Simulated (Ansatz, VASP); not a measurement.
# One calculation of AgCl, two programs

```
Ag Cl
1.0
     0.00000    3.08897    3.08897
     3.08897    0.00000    3.08897
     3.08897    3.08897    0.00000
Ag Cl
1 1
Direct
  0.00000 0.00000 0.00000
  0.25000 0.25000 0.25000
```

Change from the starting cell: volume scaled by 1.06.

Alike in both runs: task single point; functional PBE; k mesh 11 × 11 × 11; occupations fermi-dirac, width 0.03 eV; no spin polarisation.

|  | VASP | Ansatz |
| --- | --- | --- |
| version | VASP 6.6.1 | Ansatz 0.2.0 |
| potentials or method | VASP PAW PBE potentials, release 64 (Ag, Cl), cutoff 520 eV | all-electron LAPW, scalar-relativistic |

Ansatz gave:

```
gap on the k mesh at the Fermi level (eV) : 1.36
pressure (GPa)                            : -1.5
```

Task: What did VASP give for the same quantities?

Result: gap on the k mesh at the Fermi level (eV): 1.36; pressure (GPa): -1.6.

Ansatz ran all-electron here, so the differences hold the error of VASP's frozen core and of both bases.

Caveats: an odd mesh through Γ misses points on the zone boundary, where band edges often lie.
